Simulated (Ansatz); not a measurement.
**Hg under changes of volume**

One of the cells (28.476 Å³/atom); the others are scaled copies at fixed shape and fractional positions:

```xyz
2
Lattice="3.4618 0.0000 0.0000 -1.7309 2.9980 0.0000 0.0000 0.0000 5.4875" Properties=species:S:1:pos:R:3 pbc="T T T"
Hg    0.0000    1.9987    1.3719
Hg    1.7309    0.9993    4.1157
```

* Program: Ansatz 0.2.0
* Functional: PBE
* Potentials or basis: Ansatz PAW
* Cutoff: 420 eV (not typed: the program's choice for these potentials)
* k mesh: 9 × 9 × 5
* Occupations: fermi-dirac, width 0.05 eV
* Spin: no spin polarisation

```tsv
volume (Å³/atom)	energy over the lowest point (meV/atom)	pressure (GPa)
26.768	?	?
27.337	15.87	1.4
27.907	11.29	1.2
28.476	7.36	1.0
29.046	4.06	0.8
29.615	1.60	0.5
30.185	0.00	0.3
```

Question: What does the run at 26.768 Å³/atom give?

Answer: Energy over the lowest point 21.59 meV/atom; pressure 1.7 GPa.

Worked out: A Birch-Murnaghan fit of order 3 (a polynomial in V^(-2/3)) to the other rows has its minimum at 30.88 Å³/atom, just outside them, with B0 = V·E''(V) = 14.6 GPa (rough, since the energies scatter) at fixed shape and positions, which overstates the stiffness. It gives 20.85 meV/atom at 26.768 Å³/atom, against the run's 21.59, and -dE/dV = 1.4 GPa, against 1.7.

Energies are extrapolated to zero smearing.
